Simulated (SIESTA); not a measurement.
## C under changes of volume

One of the cells (5.672 Å³/atom); the others are scaled copies at fixed shape and fractional positions:

```
C
1.0
     2.52210    0.00000    0.00000
    -1.26105    2.18420    0.00000
     0.00000    0.00000    8.23710
C
8
Direct
  0.66667 0.33333 0.84375
  0.33333 0.66667 0.34375
  0.66667 0.33333 0.65625
  0.33333 0.66667 0.15625
  0.00000 0.00000 0.90625
  0.00000 0.00000 0.40625
  0.00000 0.00000 0.59375
  0.00000 0.00000 0.09375
```

This is a hexagonal form of diamond, not graphite.

```yaml
Program: SIESTA 5.4.2
Functional: PBE
Potentials_or_basis: PseudoDojo 0.4 standard (PBE files)
Basis: DZ (energy shift 0.003 Ry)
Grid_cutoff: 500 Ry
Energy_shift: 0.003 Ry
k_mesh: 8 × 8 × 3
Occupations: fermi-dirac, width 0.05 eV
Spin: no spin polarisation
```

```tsv
volume (Å³/atom)	energy over the lowest point (meV/atom)	pressure (GPa)	gap on the mesh (eV)	largest force (eV/Å)
5.332	?	?	?	?
5.445	38.01	33.3	5.54	0.406
5.559	18.28	22.6	5.48	0.392
5.672	5.81	12.8	5.43	0.379
5.785	0.00	3.8	5.37	0.366
5.899	0.25	-4.4	5.32	0.354
6.012	6.06	-11.9	5.28	0.342
```

**Question.** What does the run at 5.332 Å³/atom give?

**Answer.** Energy over the lowest point 65.64 meV/atom; pressure 45.0 GPa; gap on the mesh 5.61 eV; largest force 0.423 eV/Å.

Worked out: A Birch-Murnaghan fit of order 3 (a polynomial in V^(-2/3)) to the other rows has its minimum at 5.84 Å³/atom with B0 = V·E''(V) = 426 GPa and B' = 3.3 at fixed shape and positions, which overstates the stiffness. It gives 65.41 meV/atom at 5.332 Å³/atom, against the run's 65.64, and -dE/dV = 44.7 GPa, against 45.0. A straight line through the other rows of the gap, of slope -2.66 eV per unit of ln V (its deformation potential), extrapolates to 5.59 eV, against the run's 5.61.

Energies are extrapolated to zero smearing.

Caveats: the basis has no polarisation orbitals; an odd mesh through Γ misses points on the zone boundary, where band edges often lie; the basis of atomic orbitals isn't converged, which shifts pressures, moduli and gaps.
